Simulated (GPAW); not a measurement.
Crystal: ZrN.

```
CELL_PARAMETERS angstrom
0.00000 2.30000 2.30000
2.30000 0.00000 2.30000
2.30000 2.30000 0.00000
ATOMIC_POSITIONS crystal
Zr 0.50000 0.50000 0.50000
N 0.00000 0.00000 0.00000
```

Base run:

```yaml
Program: GPAW 26.7.0
Functional: LDA
Potentials_or_basis: the program's PAW data sets (release 1.2.1) made for this functional
Cutoff: 800 eV
Basis: pw
k_mesh: 10 × 10 × 10
Occupations: gaussian, width 0.02 eV
Spin: no spin polarisation
```

Its results: band gap on the k mesh none (metal or under the smearing width); pressure -15.1 GPa.

The run is repeated on the same cell with these changes: functional from LDA to RPBE; occupations from gaussian, width 0.02 eV to gaussian, width 0.05 eV. What comes out?

Band gap on the k mesh none (metal or under the smearing width); pressure 1.4 GPa.

Caveats: so large a pressure means that the cell lies far from this level's equilibrium, or that cutoff or potentials fall short (some runs).
